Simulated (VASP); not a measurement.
A run of VASP 6.6.1 is set up as follows.

Contents of POSCAR:

```
TePb
1.0
    0.0000000000      3.2310000000      3.2310000000
    3.2310000000      0.0000000000      3.2310000000
    3.2310000000      3.2310000000      0.0000000000
Pb Te
1 1
Direct
    0.0000000000      0.0000000000      0.0000000000
    0.5000000000      0.5000000000      0.5000000000
```

The input INCAR.step1:

```
PREC = Accurate ; ENCUT = 520
EDIFF = 1E-7 ; ISMEAR = -1
SIGMA = 0.05 ; LREAL = False
LASPH = True ; NELM = 80
ALGO = Fast ; ISIF = 2
LWAVE = False ; LCHARG = True
GGA = RE
```

KPOINTS.step1

```
Automatic mesh
0
Gamma
  7 7 7
```

Contents of INCAR.step2:

```
PREC = Accurate ; ENCUT = 520
EDIFF = 1E-7 ; ISMEAR = 0
SIGMA = 0.05 ; LREAL = False
LASPH = True ; NELM = 80
ALGO = Fast ; ISIF = 2
LWAVE = False ; LCHARG = False
GGA = RE ; ICHARG = 11
```

File KPOINTS.step2:

```
path GXWKGLUWLK,UX
20
line-mode
reciprocal
 0.0000000000  0.0000000000  0.0000000000  G
 0.5000000000  0.0000000000  0.5000000000  X

 0.5000000000  0.0000000000  0.5000000000  X
 0.5000000000  0.2500000000  0.7500000000  W

 0.5000000000  0.2500000000  0.7500000000  W
 0.3750000000  0.3750000000  0.7500000000  K

 0.3750000000  0.3750000000  0.7500000000  K
 0.0000000000  0.0000000000  0.0000000000  G

 0.0000000000  0.0000000000  0.0000000000  G
 0.5000000000  0.5000000000  0.5000000000  L

 0.5000000000  0.5000000000  0.5000000000  L
 0.6250000000  0.2500000000  0.6250000000  U

 0.6250000000  0.2500000000  0.6250000000  U
 0.5000000000  0.2500000000  0.7500000000  W

 0.5000000000  0.2500000000  0.7500000000  W
 0.5000000000  0.5000000000  0.5000000000  L

 0.5000000000  0.5000000000  0.5000000000  L
 0.3750000000  0.3750000000  0.7500000000  K

 0.6250000000  0.2500000000  0.6250000000  U
 0.5000000000  0.0000000000  0.5000000000  X
```

Potentials or basis: VASP PAW PBE potentials, release 64 (Pb_d, Te).

Launch:

```console
$ cat potpaw_PBE.64/Pb_d/POTCAR potpaw_PBE.64/Te/POTCAR > POTCAR
$ cp INCAR.step1 INCAR
$ cp KPOINTS.step1 KPOINTS
$ mpirun -np 1 vasp_std > vasp.out
$ cp INCAR.step2 INCAR
$ cp KPOINTS.step2 KPOINTS
$ mpirun -np 1 vasp_std > vasp.out
```

(1) Estimate the band gap along the path.

## Answers

(1) 0.78 eV, direct.

Caveat: the log is that of the step along the path at fixed density, whose energy, stress, charges and moments have no meaning; this odd mesh misses L, where the gap lies, so gap, dielectric constants and Born charges aren't listed; spin-orbit coupling is left out, which moves the levels of the heavy elements.

**Experimental background.**

From a printed reference work, monograph, for a bulk crystal of TePb at 4.2 K: band gap 0.19 eV (direct).

Against the measured gap of TePb, 0.19 eV (direct; 4.2 K; a printed reference work, monograph), the calculated 0.78 eV is off by +0.59 eV. Spin-orbit coupling on Pb, Te is left out. The value is that of revPBE, without temperature or zero-point motion.
